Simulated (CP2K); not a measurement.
## Pt under changes of volume

One of the cells (15.080 Å³/atom); the others are scaled copies at fixed shape and fractional positions:

```xyz
1
Lattice="2.7731 0.0000 0.0000 1.3866 2.4016 0.0000 1.3866 0.8005 2.2643" Properties=species:S:1:pos:R:3 pbc="T T T"
Pt    0.0000    0.0000    0.0000
```

| Property | Result |
| --- | --- |
| Program | CP2K 2026.2 |
| Functional | LDA |
| Potentials or basis | GTH_POTENTIALS Pt GTH-PADE-q18; TZVP-MOLOPT-PBE-GTH basis |
| Density cutoff | 6123 eV |
| k mesh | 12 × 12 × 12 |
| Occupations | fermi-dirac, width 0.05 eV |
| Spin | no spin polarisation |

```csv
volume (Å³/atom),energy over the lowest point (meV/atom),pressure (GPa)
14.175,0.00,-0.2
14.477,8.92,-8.9
14.778,33.21,-16.5
15.080,70.99,-23.2
15.381,?,?
15.683,180.54,-34.3
15.985,249.52,-38.7
```

Problem. What does the run at 15.381 Å³/atom give?

Solution. Energy over the lowest point 120.60 meV/atom; pressure -29.1 GPa.

Worked out: A Birch-Murnaghan fit of order 3 (a polynomial in V^(-2/3)) to the other rows has its minimum at 14.17 Å³/atom, just outside them, with B0 = V·E''(V) = 440 GPa and B' = 5.2. It gives 120.53 meV/atom at 15.381 Å³/atom, against the run's 120.60, and -dE/dV = -29.2 GPa, against -29.1.

Energies are extrapolated to zero smearing.

Caveats: the basis of atomic orbitals isn't converged, which shifts pressures, moduli and gaps.
